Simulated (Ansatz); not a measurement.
This is a single-point calculation with Ansatz on BeS, NiAs type; the level of theory is LC-ωPBE. The geometry is the r2SCAN minimum.

```yaml
crystal:
  lattice:
    - [3.3002360792, 0.0, 0.0]
    - [-1.6501180396, 2.8580882831, 0.0]
    - [0.0, 0.0, 5.255222052]
  atoms:
    - { symbol: Be, position: [0.0, 0.0, 0.0] }
    - { symbol: Be, position: [0.0, 0.0, 0.5] }
    - { symbol: S, position: [0.3333333333, 0.6666666667, 0.25] }
    - { symbol: S, position: [0.6666666667, 0.3333333333, 0.75] }
kpoints:
  mp_grid: { grid: [6, 6, 4] }
hamiltonian:
  xc: lc_wpbe
scf:
  occupations: { method: fixed }
  n_extra_bands: 5
output:
  forces: true
  stress: true
  eigenvalues: true
```

The output follows, shortened, with numbered blanks.
```
Pseudopotential: Be, paw, valence charge 2, recommended cutoff 420 eV (normal)
Pseudopotential: S, paw, valence charge 6, recommended cutoff 420 eV (normal)
Functional definition: LC-wPBE
Crystal: 4 atoms, lattice volume = 49.569 Å³
Basis set: ecut = 420 eV, 977 PW (Γ)
Bands: 13, of which v1, the nominal top of the filled ones, is band 8 counted from 1 (7 counted from 0)
[1]
[warm-up without exact exchange]
SCF 1 stopped early in 2 iterations: F = -1991.848887 eV  dr2 = 1.11e-4
[exact exchange on]
Exchange kernel: α = 0.0000 at short range, 1.0000 at long range (ω = 0.7559 Å⁻¹), several ranges, Wigner–Seitz truncation, v(0) = 12666.1333 eV·Å³, q-mesh 6×6×4
SCF 2 stopped early in 5 iterations: F = -1995.531667 eV  dr2 = 5.42e-5
hybrid outer 1: dexx = +1.336e-1 eV, tail = 1.52e-4 eV
SCF 3 converged in 4 iterations: F = -1995.532158 eV  dr2 = 1.52e-9
hybrid outer 2: dexx = +3.178e-6 eV, tail = 7.87e-8 eV, Δε = 3.32e-3 eV
Free energy (F): -1995.532159 eV
[2]
--- Stress (GPa, compression-positive) ---
       -3.290328       0.000000       0.000000
        0.000000      -3.290328       0.000000
        0.000000       0.000000      -2.802810
  P = ⅓ Tr σ = -3.1278 GPa (-31.278 kbar)
--- Band table (eV; the first three rows and the last of 21) ---
[3]
```

The rows of the band table are 0: (0, 0, 0) = Γ, 1: (0, 0, 1/4), 2: (0, 0, -1/2) = A, 20: (1/3, 1/3, -1/2) = H.

Question: Fill in the blanks. They hold the Fermi energy and the band table, the symmetry found.

Answer:
```
[1]
Symmetry: 24 space group operations
Space group: P63/mmc (ITA 194)
[2]
Fermi energy:    4.890560 eV
[3]
  k-point 0: bands = […, -4.3788, 3.9359, 3.9359, 4.1254, 4.1254, 4.8906, 14.2887, 16.0586, 17.0320, 17.0320, …]
  k-point 1: bands = […, -3.0496, 3.1589, 4.0045, 4.0045, 4.1395, 4.1395, 14.5741, 16.0934, 16.5719, 16.5719, …]
  k-point 2: bands = […, -0.1150, -0.1150, 4.1142, 4.1142, 4.1142, 4.1142, 15.3373, 15.3373, 16.3312, 16.3312, …]
  k-point 20: bands = […, -2.7590, -2.7590, -2.7511, -2.7511, 4.1339, 4.1339, 14.7419, 14.7419, 15.7352, 15.7352, …]
```
The trailing digits, and the zero of the energies, depend on the potentials and thresholds.

With LC-ωPBE the valence top lies at Γ and the conduction bottom at K, 7.09 eV higher; the smallest vertical gap, at Γ, is 9.40 eV. Edges are sought over the mesh and the listed points. At this geometry LC-ωPBE finds -3.1 GPa, compression counted positive: its own equilibrium volume is smaller. The stress of a hybrid is loosely converged here.

Run as `ansatz run input.yaml --threads 2 --pin off --max-ram 2211MiB --backend cpu --events-out ev --progress --plain --runs-dir out`. It took 20 s on 2 threads of Arm Neoverse V1, on a shared host; peak host memory 1.2 GiB.

Note: simulated data, non-magnetic, for a generated structure that need not be the stable one.

The meshes of the hybrids are coarse, so their gaps aren't converged to the digits shown.
